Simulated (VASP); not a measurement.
# CoSi (Pm-3m) in VASP: notebook, part 2 of 2

VASP 6.6.1. Earlier steps stand in the parts before.

### 4 Single point, PBEsol, collinear spin, ferromagnetic start

The input, INCAR:

```
ADDGRID = False
ALGO = Normal
EDIFF = 1E-7
ENCUT = 450
GGA = PS
ISIF = 2
ISMEAR = 1
ISPIN = 2
LASPH = True
LCHARG = False
LMAXMIX = 4
LORBIT = 11
LREAL = False
LWAVE = False
MAGMOM = 2 0
NELM = 100
PREC = Accurate
SIGMA = 0.02
```

The input, KPOINTS:

```
k-points
0
Gamma
  12 12 12
```

The input, POSCAR:

```
CoSi
1.0
    2.7813340000      0.0000000000      0.0000000000
    0.0000000000      2.7813340000      0.0000000000
    0.0000000000      0.0000000000      2.7813340000
Co Si
1 1
Direct
    0.0000000000      0.0000000000      0.0000000000
    0.5000000000      0.5000000000      0.5000000000
```

Potentials or basis: VASP PAW PBE potentials, release 64 (Co, Si).

On the command line:

```console
$ cat potpaw_PBE.64/Co/POTCAR potpaw_PBE.64/Si/POTCAR > POTCAR
$ mpirun -np 1 vasp_std > vasp.out
```

OUTCAR:

```text
EDIFF = 1E-7
   ENCUT = 450
   GGA = PS
   ISIF = 2
   ISMEAR = 1
   ISPIN = 2
   LASPH = True
   LORBIT = 11
   LREAL = False
   NELM = 100
   PREC = Accurate

 Found     84 irreducible k-points:

 Following reciprocal coordinates:
            Coordinates               Weight
  0.000000  0.000000  0.000000      1.000000
  0.083333  0.000000  0.000000      6.000000
  0.166667  0.000000  0.000000      6.000000
  0.250000  0.000000  0.000000      6.000000
  0.333333  0.000000  0.000000      6.000000
  0.416667  0.000000  0.000000      6.000000
   k-points           NKPTS =     84   k-points in BZ     NKDIM =     84   number of bands    NBANDS=     11
   number of dos      NEDOS =    301   number of ions     NIONS =      2
   total plane-waves  NPLWV =   8000
   dimension x,y,z NGX =    20 NGY =   20 NGZ =   20
   dimension x,y,z NGXF=    40 NGYF=   40 NGZF=   40
   ions per type =               1   1
   NGX,Y,Z   is equivalent  to a cutoff of  11.95, 11.95, 11.95 a.u.
   NGXF,Y,Z  is equivalent  to a cutoff of  23.91, 23.91, 23.91 a.u.
 SYSTEM =  unknown system
   PREC   = accura    normal or accurate (medium, high low for compatibility)
[... 237 lines left out ...]
     11      23.3047      0.00000

 [... further k-points ...]

------------------------ aborting loop because EDIFF is reached ----------------------------------------

  FORCE on cell =-STRESS in cart. coord.  units (eV):
  Direction    XX          YY          ZZ          XY          YZ          ZX
  --------------------------------------------------------------------------------------
  -------------------------------------------------------------------------------------
  Total       -0.8947907     -0.8947907     -0.8947907     -0.0000000      0.0000000     -0.0000000
  in kB      -66.6304304    -66.6304304    -66.6304304     -0.0000000      0.0000000     -0.0000000
  external PRESSURE =     -66.6304304 kB  Pullay stress =       0.0000000 kB

 VOLUME and BASIS-vectors are now :
 -----------------------------------------------------------------------------
  energy-cutoff  :      450.00
  volume of cell :       21.52
      direct lattice vectors                 reciprocal lattice vectors
     2.781334000  0.000000000  0.000000000     0.359539703  0.000000000  0.000000000
     0.000000000  2.781334000  0.000000000     0.000000000  0.359539703  0.000000000
     0.000000000  0.000000000  2.781334000     0.000000000  0.000000000  0.359539703

 POSITION                                       TOTAL-FORCE (eV/Angst)
 -----------------------------------------------------------------------------------
      0.00000      0.00000      0.00000         0.000000      0.000000      0.000000
      1.39067      1.39067      1.39067         0.000000      0.000000      0.000000
 -----------------------------------------------------------------------------------
    total drift:                               -0.000000      0.000000      0.000000

  FREE ENERGIE OF THE ION-ELECTRON SYSTEM (eV)
  ---------------------------------------------------
  free  energy   TOTEN  =       -14.5309299926 eV

  energy  without entropy=      -14.5309706168  energy(sigma->0) =      -14.53094353

 total charge

# of ion       s       p       d       tot
------------------------------------------
    1        0.440   0.595   7.582   8.617
    2        0.707   0.862   0.000   1.569
--------------------------------------------------
tot          1.147   1.457   7.582  10.186

 magnetization (x)

# of ion       s       p       d       tot
------------------------------------------
    1        0.009   0.003   0.548   0.559
    2        0.005   0.013   0.000   0.018
--------------------------------------------------
tot          0.014   0.016   0.548   0.577
```

stdout:

```text
POSCAR found type information on POSCAR CoSi
 POSCAR found :  2 types and       2 ions
 scaLAPACK will be used
 -----------------------------------------------------------------------------
|                                                                             |
|                                                                             |
|     You enforced a specific xc type in the INCAR file but a different       |
|     I HOPE YOU KNOW WHAT YOU ARE DOING!                                     |
|                                                                             |
 -----------------------------------------------------------------------------

 LDA part: xc-table for (Slater+PW92), standard interpolation
 POSCAR, INCAR and KPOINTS ok, starting setup
 FFT: planning ... GRIDC
 FFT: planning ... GRID_SOFT
 FFT: planning ... GRID
 WAVECAR not read
 entering main loop
```

Run time: 14 s. Hardware: 1 thread of Intel Xeon 6975P-C (Granite Rapids), shared host; peak memory 0.15 GiB.

The run converged, but some of its settings lie outside the range that counts as converged, so its numbers aren't taken as properties of the crystal.

Results:

```yaml
Free_energy: -14.5309 eV
Pressure: -6.7 GPa
Band_gap_on_the_k_mesh: none (metal or under the smearing width)
Net_moment: 0.57 μB per cell
Site_moments: Co +0.56; Si +0.02 μB
Valence_electrons_inside_the_program's_atomic_spheres: Co 8.62; Si 1.57
```

Caveat: the PAW data sets were made with another functional, which shifts forces and pressure a little.

### 5 Single point, PBEsol, collinear spin, ferromagnetic start

INCAR: that of step 4 with these lines changed.

```diff
@@ -16,3 +16,3 @@
 NELM = 100
-PREC = Accurate
-SIGMA = 0.02
+PREC = Low
+SIGMA = 0.15
```

KPOINTS is that of step 4.

POSCAR is that of step 4.

On the command line:

```console
$ cat potpaw_PBE.64/Co/POTCAR potpaw_PBE.64/Si/POTCAR > POTCAR
$ mpirun -np 1 vasp_std > vasp.out
```

Run time: 5.9 s. Hardware: 1 thread of Intel Xeon 6975P-C (Granite Rapids), shared host; peak memory 0.13 GiB.

These settings aren't checked as converged: the numbers below hold their error.

Results:

| Property | Result |
| --- | --- |
| Free energy | -14.5375 eV |
| Pressure | -6.8 GPa |
| Band gap on the k mesh | none (metal or under the smearing width) |
| Net moment | 0.52 μB per cell |
| Site moments | Co +0.52; Si +0.01 μB |
| Valence electrons inside the program's atomic spheres | Co 8.62; Si 1.57 |

Caveat: the PAW data sets were made with another functional, which shifts forces and pressure a little.

### 6 Single point, PBEsol, collinear spin, ferromagnetic start

INCAR: that of step 5 with these lines changed.

```diff
@@ -16,3 +16,3 @@
 NELM = 100
-PREC = Low
+PREC = Normal
 SIGMA = 0.15
```

KPOINTS is that of step 5.

POSCAR is that of step 5.

Potentials or basis: VASP PAW PBE potentials, release 64 (Co, Si).

On the command line:

```console
$ cat potpaw_PBE.64/Co/POTCAR potpaw_PBE.64/Si/POTCAR > POTCAR
$ mpirun -np 1 vasp_std > vasp.out
```

It took 6.1 s on 1 thread of Intel Xeon 6975P-C (Granite Rapids), shared host; peak memory 0.13 GiB.

These settings aren't checked as converged: the numbers below hold their error.

What came out:

```
Free energy                                           : -14.5332 eV
Pressure                                              : -6.9 GPa
Band gap on the k mesh                                : none (metal or under the smearing width)
Net moment                                            : 0.52 μB per cell
Site moments                                          : Co +0.52; Si +0.01 μB
Valence electrons inside the program's atomic spheres : Co 8.62; Si 1.57
```

Caveat: the PAW data sets were made with another functional, which shifts forces and pressure a little.

### 7 The reference run

An earlier run on the cell as given: functional PBE; potentials or basis VASP PAW PBE potentials, release 64 (Co, Si); cutoff 520 eV; k mesh 10 × 10 × 10; occupations fermi-dirac, width 0.05 eV; collinear spin, ferromagnetic start; starting moments [2.0, 0.0] μB.

* Pressure: 0.6 GPa
* Band gap on the k mesh: none (metal or under the smearing width)
* Net moment: 0.54 μB per cell
* Site moments: Co +0.54; Si +0.01 μB
* Valence electrons inside the program's atomic spheres: Co 8.61; Si 1.57
